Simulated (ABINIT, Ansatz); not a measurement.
# Converging GW for SiC (P6_3mc) in ABINIT

What does each rung of G0W0 on SiC (P6_3mc) cost, and what does it buy?

Method: PBE and many-body steps on it, plane waves, in ABINIT 10.8.3.

## Step 1: The starting structure

Symmetry: P6_3mc, No. 186, hexagonal system. Conventional cell: a = 3.077 Å, b = 3.077 Å, c = 15.098 Å, α = 90.00°, β = 90.00°, γ = 120.00°. Nearest to Si lie 4 C at 1.88 to 1.89 Å. Si has 4 C at 1.89 Å nearest. Nearest to C lie 4 Si at 1.88 to 1.89 Å. C has 4 Si at 1.89 Å nearest. Farther neighbours are not listed.

The cell and positions are those that the Materials Project relaxed with its own functionals (PBE, PBE+U or r2SCAN), kept fixed.

## Step 2: Empty states on the mesh, 6×6×1 mesh, 898 bands

This step: ABINIT 10.8.3; DFT, PBE, plane waves, norm-conserving pseudopotentials.

The sums over transitions need many empty states on a uniform mesh; this step solves for them.

Contents of run.abi:

```
acell 3*1.0 Angstrom
rprim 
  3.076621010229 -0.000000000007 0.000000000000
  -1.538310505109 2.664431952678 0.000000000000
  0.000000000000 0.000000000000 15.098084320000
ntypat 2
znucl 14 6
natom 12
typat 1 1 1 1 1 1 2 2 2 2 2 2
xred 
  0.333333333333 0.666666666667 0.832986150000
  0.666666666667 0.333333333333 0.332986150000
  0.666666666667 0.333333333333 0.666500600000
  0.333333333333 0.666666666667 0.166500600000
  0.000000000000 0.000000000000 0.499729420000
  0.000000000000 0.000000000000 0.999729420000
  0.000000000000 0.000000000000 0.874366410000
  0.000000000000 0.000000000000 0.374366410000
  0.333333333333 0.666666666667 0.707996780000
  0.666666666667 0.333333333333 0.207996780000
  0.666666666667 0.333333333333 0.541521640000
  0.333333333333 0.666666666667 0.041521640000
pp_dirpath "pseudos"
pseudos "Si.upf, C.upf"
ecut 37
ngkpt 6 6 1
nshiftk 1
shiftk 0 0 0
kptopt 1
chksymbreak 0
iscf -2
irdden 1
istwfk *1
nband 898
nbdbuf 80
tolwfr 1e-09
nstep 60
prtvol 0
indata_prefix "in"
outdata_prefix "out"
tmpdata_prefix "tmp"
```

Command:

```sh
> OMP_NUM_THREADS=1 mpirun -n 16 abinit run.abi > log
```

Numbers of over 12 decimals in the logs are rounded to 6 here.

The program printed:

```text
.Version 10.8.3 of ABINIT. v10.8.2 released Aug 2026.

 Symmetries : space group P6_3 m c (#186); Bravais hP (primitive hexag.)
[... echo of the input left out ...]
== DATASET  1 ==================================================================
-   mpi_nproc: 16, omp_nthreads: 1 (-1 if OMP is not activated)
-    --> not optimal distribution: autoparal keyword recommended in input file <--

--- !DatasetInfo
iteration_state: {dtset: 1, }
dimensions: {natom: 12, nkpt: 7, mband: 898, nsppol: 1, nspinor: 1, nspden: 1, mpw: 9054, }
cutoff_energies: {ecut:  37.0, pawecutdg:  -1.0, }
[...]
7.32284    7.32296    7.34936    7.35951    7.36509    7.36592    7.38991    7.39335
   7.40015    7.40174    7.40942    7.41539    7.43007    7.43567    7.43975    7.44490
   7.44878    7.45791
 prteigrs : prtvol=0 or 1, do not print more k-points.

== END DATASET(S) ==============================================================
================================================================================

 -outvars: echo values of variables after computation  --------
            nband         898
             nkpt           7
          spgroup         186
 [... the other variables as echoed above ...]

 Calculation completed.
```

Wall time 21 min (16 MPI ranks of AMD EPYC 7R43, shared host); peak memory 2.5 GiB; 5.7 h of CPU time.

Numbers from this step:

| Quantity | Value |
| --- | --- |
| gap | 2.027 eV |
| k of the valence top | 0, 0, 0 |
| k of the conduction bottom | 0.5, 0, 0 |
| least direct gap | 3.130 eV |
| k points computed | 7 |
| lowest point of the top converged band, above the valence top | 181.4774 eV |

On this mesh the gap is 2.027 eV.

The density comes from a self-consistent run that is not shown.

## Step 3: Screening, 6×6×1 mesh, 123 bands, screening to 95.2 eV

The RPA dielectric matrix is built and inverted for each q.

This step: RPA screening on PBE, plane waves, norm-conserving pseudopotentials.

Changes to run.abi since step 2:

```diff
@@ -30,10 +30,11 @@
 chksymbreak 0
-iscf -2
-irdden 1
 istwfk *1
-nband 898
-nbdbuf 80
-tolwfr 1e-09
-nstep 60
-prtvol 0
+occopt 1
+irdwfk 1
+optdriver 3
+nband 123
+ecuteps 3.5
+inclvkb 2
+awtr 1
+symchi 1
 indata_prefix "in"
```

The program printed:

```text
.Version 10.8.3 of ABINIT. v10.8.2 released Aug 2026.

 Symmetries : space group P6_3 m c (#186); Bravais hP (primitive hexag.)
[... echo of the input left out ...]
== DATASET  1 ==================================================================
-   mpi_nproc: 16, omp_nthreads: 1 (-1 if OMP is not activated)

--- !DatasetInfo
iteration_state: {dtset: 1, }
dimensions: {natom: 12, nkpt: 7, mband: 123, nsppol: 1, nspinor: 1, nspden: 1, mpw: 9054, }
cutoff_energies: {ecut:  37.0, pawecutdg:  -1.0, }
electrons: {nelect:   4.80000000E+01, charge:   0.00000000E+00, occopt:   1.00000000E+00, tsmear:   1.00000000E-02, }

 SCREENING: Calculation of the susceptibility and dielectric matrices

 Based on a program developped by R.W. Godby, V. Olevano, G. Onida, and L. Reining.
 Incorporated in ABINIT by V. Olevano, G.-M. Rignanese, and M. Torrent.
.Using double precision arithmetic ; gwpc =  8

[... cell and pseudopotentials left out ...]
--------------------------------------------------------------------------------

 ==== K-mesh for the wavefunctions ====
 Number of points in the irreducible wedge :     7
[... list of points left out ...]
 Together with 12 symmetry operations and time-reversal symmetry
 yields    36 points in the full Brillouin Zone.

 ==== Q-mesh for the screening function ====
 Number of points in the irreducible wedge :     7
[... list of points left out ...]
 Together with 12 symmetry operations and time-reversal symmetry
 yields    36 points in the full Brillouin Zone.

 setmesh: FFT mesh size selected  =    20x   20x  108
          total number of points  =        43200

 vcoul_init : cutoff-mode = AUXILIARY_FUNCTION
 q-points for optical limit:   1
     1)      0.000010    0.000020    0.000030

- screening: taking advantage of time-reversal symmetry
- Maximum band index for partially occupied states nbvw = 24
- Remaining bands to be divided among processors   nbcw = 99
- Number of bands treated by each node ~6

 Number of electrons calculated from density =   48.0000; Expected =   48.0000
 average of density, n =  0.057470
 r_s =    1.6075
 omega_plasma =   23.1248 [eV]

 calculating chi0 at frequencies [eV] :
  1    0.000000E+00    0.000000E+00
  2    0.000000E+00    2.312478E+01

--------------------------------------------------------------------------------
  q-point number  1        q = ( 0.000000, 0.000000, 0.000000) [r.l.u.]
--------------------------------------------------------------------------------
[... chi0 elements left out ...]
 For q-point:  0.000010 0.000020 0.000030
  dielectric constant =   6.9907
  dielectric constant without local fields =   7.6022

  Average fulfillment of the sum rule on Im[epsilon] for q-point    1 :     76.24  [%]
[... wings left out ...]
  q-point number  2        q = ( 0.166667, 0.000000, 0.000000) [r.l.u.]
--------------------------------------------------------------------------------
[... chi0 elements left out ...]
  Average fulfillment of the sum rule on Im[epsilon] for q-point    2 :     76.58  [%]

 [... 5 further q-points ...]
```

It took 35 s on 16 MPI ranks; peak memory 5.6 GiB.

Numbers from this step:

- ε∞ with local fields, on this mesh, along the program's q direction: 6.991
- the same without local fields: 7.602
- plasma frequency: 23.12 eV
- plane waves in the screening matrix: 271

Local fields lower ε∞ by 8 %. On a Γ-centred mesh this coarse the value itself is usually too large, while a short band sum pulls it down.

## Step 4: 123 bands, 95.2 eV

The self-energy is evaluated for the states that the input lists, and the levels follow from it, in one-shot runs by the linearised quasiparticle equation.

This step: G0W0 on PBE, plane waves, norm-conserving pseudopotentials.

Changes to run.abi since step 3:

```diff
@@ -33,8 +33,17 @@
 irdwfk 1
-optdriver 3
+optdriver 4
 nband 123
+gwcalctyp 0
+ecutsigx 37
+symsigma 1
+nkptgw 2
+kptgw 
+  0.0000000000 0.0000000000 0.0000000000
+  0.5000000000 0.0000000000 0.0000000000
+bdgw 
+  23 26
+  23 26
 ecuteps 3.5
-inclvkb 2
-awtr 1
-symchi 1
+irdscr 1
+ppmodel 1
 indata_prefix "in"
```

The program printed:

```text
.Version 10.8.3 of ABINIT. v10.8.2 released Aug 2026.

 Symmetries : space group P6_3 m c (#186); Bravais hP (primitive hexag.)
[... echo of the input left out ...]
== DATASET  1 ==================================================================
-   mpi_nproc: 16, omp_nthreads: 1 (-1 if OMP is not activated)

--- !DatasetInfo
iteration_state: {dtset: 1, }
dimensions: {natom: 12, nkpt: 7, mband: 123, nsppol: 1, nspinor: 1, nspden: 1, mpw: 9054, }
cutoff_energies: {ecut:  37.0, pawecutdg:  -1.0, }
electrons: {nelect:   4.80000000E+01, charge:   0.00000000E+00, occopt:   1.00000000E+00, tsmear:   1.00000000E-02, }

 SIGMA: Calculation of the GW corrections

 Based on a program developped by R.W. Godby, V. Olevano, G. Onida, and L. Reining.
 Incorporated in ABINIT by V. Olevano, G.-M. Rignanese, and M. Torrent.
.Using double precision arithmetic ; gwpc =  8

[... cell and pseudopotentials left out ...]
--------------------------------------------------------------------------------

 ==== K-mesh for the wavefunctions ====
 Number of points in the irreducible wedge :     7
[... list of points left out ...]
 Together with 12 symmetry operations and time-reversal symmetry
 yields    36 points in the full Brillouin Zone.

 ==== Q-mesh for screening function ====
 Number of points in the irreducible wedge :     7
[... list of points left out ...]
 Together with 12 symmetry operations and time-reversal symmetry
 yields    36 points in the full Brillouin Zone.

 vcoul_init : cutoff-mode = AUXILIARY_FUNCTION
 q-points for optical limit:   1
     1)      0.000010    0.000020    0.000030
 setmesh: FFT mesh size selected  =    27x   27x  160
          total number of points  =       116640

 Number of electrons calculated from density =   48.0000; Expected =   48.0000
 average of density, n =  0.057470
 r_s =    1.6075
 omega_plasma =   23.1248 [eV]

 === KS Band Gaps ===
  >>>> For spin  1
   Minimum direct gap =   3.1302 [eV], located at k-point      :   0.5000  0.0000  0.0000
   Fundamental gap    =   2.0267 [eV], Top of valence bands at :   0.0000  0.0000  0.0000
                                       Bottom of conduction at :   0.5000  0.0000  0.0000
 SIGMA fundamental parameters:
 PLASMON POLE MODEL  1
 number of plane-waves for SigmaX                 8941
 number of plane-waves for SigmaC and W            271
 number of plane-waves for wavefunctions          8941
 number of bands                                   123
 number of independent spin polarizations            1
 number of spinorial components                      1
 number of k-points in IBZ                           7
 number of q-points in IBZ                           7
 number of symmetry operations                      12
 number of k-points in BZ                           36
 number of q-points in BZ                           36
 number of frequencies for dSigma/dE                 9
 frequency step for dSigma/dE [eV]                0.25
 number of omega for Sigma on real axis              0
 max omega for Sigma on real axis  [eV]           0.00
 zcut for avoiding poles [eV]                     0.10

 EPSILON^-1 parameters (SCR file):
 dimension of the eps^-1 matrix on file            271
 dimension of the eps^-1 matrix used               271
 number of plane-waves for wavefunctions          8941
 number of bands                                   123
 number of q-points in IBZ                           7
 number of frequencies                               2
 number of real frequencies                          1
 number of imag frequencies                          1

 matrix elements of self-energy operator (all in [eV])

 Perturbative Calculation

--- !SelfEnergy_ee
iteration_state: {dtset: 1, }
kpoint     : [   0.000,    0.000,    0.000, ]
spin       : 1
KS_gap     :    5.203
QP_gap     :    6.010
Delta_QP_KS:    0.807
data: !SigmaeeData |
     Band     E0 <VxcDFT>   SigX SigC(E0)      Z dSigC/dE  Sig(E)    E-E0       E
       23   6.915 -14.969 -17.624   2.784   0.799  -0.251 -14.866   0.103   7.018
       24   6.915 -14.969 -17.624   2.784   0.799  -0.251 -14.866   0.103   7.018
       25  12.118 -12.157  -6.935  -4.100   0.811  -0.233 -11.247   0.910  13.028
       26  12.288 -12.102  -6.844  -4.144   0.811  -0.233 -11.199   0.903  13.191

--- !SelfEnergy_ee
iteration_state: {dtset: 1, }
kpoint     : [   0.500,    0.000,    0.000, ]
spin       : 1
KS_gap     :    3.130
QP_gap     :    3.872
Delta_QP_KS:    0.742
data: !SigmaeeData |
     Band     E0 <VxcDFT>   SigX SigC(E0)      Z dSigC/dE  Sig(E)    E-E0       E
       23   5.248 -13.924 -17.012   2.897   0.796  -0.257 -14.075  -0.151   5.097
       24   5.811 -14.516 -17.634   3.016   0.795  -0.257 -14.597  -0.081   5.730
       25   8.942 -10.944  -6.767  -3.372   0.821  -0.218 -10.283   0.661   9.603
       26   9.134 -10.790  -6.503  -3.485   0.822  -0.216 -10.131   0.659   9.793

== END DATASET(S) ==============================================================
================================================================================

 -outvars: echo values of variables after computation  --------
           etotal      0.0000000000E+00
            nband         123
             nkpt           7
          spgroup         186
 [... the other variables as echoed above ...]

 Calculation completed.
```

The job ended after 9.4 s (16 MPI ranks; peak memory 3 GiB).

Numbers from this step:

```
G0W0 gap on the points computed              : 2.585 eV
starting gap on the mesh                     : 2.027 eV
k of the valence top                         : 0, 0, 0
k of the conduction bottom                   : 0.5, 0, 0
Z at the valence top                         : 0.799
Z at the conduction bottom                   : 0.821
least direct G0W0 gap on the computed points : 3.873 eV
```

The gap on the mesh goes from 2.03 eV to 2.58 eV, a correction of +0.56 eV.

## Step 5: Screening, 6×6×1 mesh, 348 bands, screening to 176.9 eV

This step: RPA screening on PBE, plane waves, norm-conserving pseudopotentials.

Changes to run.abi since step 4:

```diff
@@ -33,17 +33,8 @@
 irdwfk 1
-optdriver 4
-nband 123
-gwcalctyp 0
-ecutsigx 37
-symsigma 1
-nkptgw 2
-kptgw 
-  0.0000000000 0.0000000000 0.0000000000
-  0.5000000000 0.0000000000 0.0000000000
-bdgw 
-  23 26
-  23 26
-ecuteps 3.5
-irdscr 1
-ppmodel 1
+optdriver 3
+nband 348
+ecuteps 6.5
+inclvkb 2
+awtr 1
+symchi 1
 indata_prefix "in"
```

The program printed:

```text
.Version 10.8.3 of ABINIT. v10.8.2 released Aug 2026.

 Symmetries : space group P6_3 m c (#186); Bravais hP (primitive hexag.)
[... echo of the input left out ...]
== DATASET  1 ==================================================================
-   mpi_nproc: 16, omp_nthreads: 1 (-1 if OMP is not activated)

--- !DatasetInfo
iteration_state: {dtset: 1, }
dimensions: {natom: 12, nkpt: 7, mband: 348, nsppol: 1, nspinor: 1, nspden: 1, mpw: 9054, }
cutoff_energies: {ecut:  37.0, pawecutdg:  -1.0, }
electrons: {nelect:   4.80000000E+01, charge:   0.00000000E+00, occopt:   1.00000000E+00, tsmear:   1.00000000E-02, }

 SCREENING: Calculation of the susceptibility and dielectric matrices

 Based on a program developped by R.W. Godby, V. Olevano, G. Onida, and L. Reining.
 Incorporated in ABINIT by V. Olevano, G.-M. Rignanese, and M. Torrent.
.Using double precision arithmetic ; gwpc =  8

[... cell and pseudopotentials left out ...]
--------------------------------------------------------------------------------

 ==== K-mesh for the wavefunctions ====
 Number of points in the irreducible wedge :     7
[... list of points left out ...]
 Together with 12 symmetry operations and time-reversal symmetry
 yields    36 points in the full Brillouin Zone.

 ==== Q-mesh for the screening function ====
 Number of points in the irreducible wedge :     7
[... list of points left out ...]
 Together with 12 symmetry operations and time-reversal symmetry
 yields    36 points in the full Brillouin Zone.

 setmesh: FFT mesh size selected  =    20x   20x  120
          total number of points  =        48000

 vcoul_init : cutoff-mode = AUXILIARY_FUNCTION
 q-points for optical limit:   1
     1)      0.000010    0.000020    0.000030

- screening: taking advantage of time-reversal symmetry
- Maximum band index for partially occupied states nbvw = 24
- Remaining bands to be divided among processors   nbcw = 324
- Number of bands treated by each node ~20

 Number of electrons calculated from density =   48.0000; Expected =   48.0000
 average of density, n =  0.057470
 r_s =    1.6075
 omega_plasma =   23.1248 [eV]

 calculating chi0 at frequencies [eV] :
  1    0.000000E+00    0.000000E+00
  2    0.000000E+00    2.312478E+01

--------------------------------------------------------------------------------
  q-point number  1        q = ( 0.000000, 0.000000, 0.000000) [r.l.u.]
--------------------------------------------------------------------------------
[... chi0 elements left out ...]
 For q-point:  0.000010 0.000020 0.000030
  dielectric constant =   6.9587
  dielectric constant without local fields =   7.6139

  Average fulfillment of the sum rule on Im[epsilon] for q-point    1 :     91.26  [%]
[... wings left out ...]
  q-point number  2        q = ( 0.166667, 0.000000, 0.000000) [r.l.u.]
--------------------------------------------------------------------------------
[... chi0 elements left out ...]
  Average fulfillment of the sum rule on Im[epsilon] for q-point    2 :     91.36  [%]

 [... 5 further q-points ...]
```

Wall time 2 min (16 MPI ranks); peak memory 7.5 GiB; 31 min of CPU time.

Numbers from this step:

- ε∞ with local fields, on this mesh, along the program's q direction: 6.959
- the same without local fields: 7.614
- plasma frequency: 23.12 eV
- plane waves in the screening matrix: 675

(Continued in part 2 of 2.)

[Paths, hosts, dates, memory and timing lines, banners, echoed tables and standing remarks are left out of the program output.]

[Logs are printed without paths, hosts, clocks, repeated set-up lines and the standing remarks that a program may print on its own settings, such as how far it seeks lower states.]

[Runs of the session that timed out or met a known fault of the program may be left out.]

[Hosts, paths, dates, database ids (printed as entryN), source tags and the programs' standing remarks are cut or masked in the printed files.]

[G0W0 gaps are taken among the corrected bands and points alone; a level outside them can change the order at an edge.]

[Where Ansatz stands beside ABINIT at settings called matched, ABINIT's density can come from a denser mesh and the files from another edition; pairs whose starting gaps differed by over 0.03 eV were left out, so agreement reads better than it is.]
